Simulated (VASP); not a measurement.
Write the native input for VASP 6.6.1 that does the following.

* Task: single point
* Functional: RPBE
* Potentials or basis: VASP PAW PBE potentials, release 64 (N_GW)
* Cutoff: 550 eV
* k mesh: 7 × 7 × 5
* Occupations: gaussian, width 0.02 eV
* Spin: no spin polarisation
* Further INCAR settings: ALGO = Fast; EDIFF = 1e-06; NBANDS = 18

The structure of N lies in POSCAR:

```
N
1.0
    4.0840619700      0.0000000000      0.0000000000
    0.0000000000      4.0840619700      0.0000000000
    0.0000000000      0.0000000000      5.3459132500
N
4
Direct
    0.4042752000      0.5957248000      0.5000000000
    0.0957248000      0.0957248000      0.0000000000
    0.5957248000      0.4042752000      0.5000000000
    0.9042752000      0.9042752000      0.0000000000
```

One way to write it, as run:

INCAR

```
PREC = Accurate
ENCUT = 550
EDIFF = 1E-6
ISMEAR = 0
SIGMA = 0.02
LREAL = False
LASPH = True
NELM = 80
ALGO = Fast
ISIF = 2
LWAVE = False
LCHARG = False
GGA = RP
NBANDS = 18
```

KPOINTS

```
Automatic mesh
0
Gamma
  7 7 5
```

Potentials or basis: VASP PAW PBE potentials, release 64 (N_GW).

Launch:

```bash
$ cat potpaw_PBE.64/N_GW/POTCAR > POTCAR
$ mpirun -np 1 vasp_std > vasp.out
```

It gave:

```yaml
Pressure: 1.9 GPa
Largest_force: 0.522 eV/Å
Band_gap_on_the_k_mesh: 6.99 eV, indirect (least direct gap 7.17 eV)
```

Caveat: the standard files for N, O and F lose accuracy on very short bonds; the PAW data sets were made with another functional, which shifts forces and pressure a little; an odd mesh through Γ misses points on the zone boundary, where band edges often lie.

Run time: 19 s on 1 thread of Intel(R) Xeon(R) 6975P-C (Granite Rapids) (shared host), peak memory 0.2 GiB.
